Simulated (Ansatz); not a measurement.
Crystal: MoS2.

```xyz
3
Lattice="3.2275 0.0000 0.0000 -1.6137 2.7951 0.0000 0.0000 0.0000 6.3125" Properties=species:S:1:pos:R:3 pbc="T T T"
Mo    0.0000    0.0000    3.1562
S     1.6137    0.9317    4.7008
S     0.0000    1.8634    1.6117
```

Measurements of this composition are mostly on another form, of space group No. 194.

* Program: Ansatz 0.2.0
* Task: relaxation of cell and atoms
* Functional: PBE
* Dispersion: D4
* Potentials or basis: Ansatz PAW
* Cutoff: 420 eV (not typed: the program's choice for these potentials)
* k mesh: 9 × 9 × 4
* Occupations: fermi-dirac, width 0.05 eV
* Spin: no spin polarisation

At the start: volume 18.98 Å³/atom.

Task: How do energy, volume and symmetry change on relaxing?

Result: It ends after 8 steps and the volume is 17.06 Å³/atom (-10.1 %); space group P-3m1 (No. 164, to 0.05 Å).

The path:
```csv
step,energy change (eV),largest force (eV/Å),volume (Å³)
1,0.0000,0.2671,56.94
2,-0.0339,0.2541,50.02
3,-0.0635,0.0495,52.58
4,-0.0680,0.0675,51.99
5,-0.0707,0.0220,50.99
6,-0.0708,0.0015,51.21
7,-0.0708,0.0000,51.17
8,-0.0702,0.0002,51.17
```

Final structure:
```
Mo S
1.0
     3.17793    0.00000    0.00000
    -1.58897    2.75217    0.00000
     0.00000    0.00000    5.85045
Mo S
1 2
Direct
  0.00000 0.00000 0.50000
  0.66667 0.33333 0.76883
  0.33333 0.66667 0.23117
```

Caveat: the plane-wave basis is chosen anew once the cell has moved, so the energies of steps on either side of that aren't comparable.
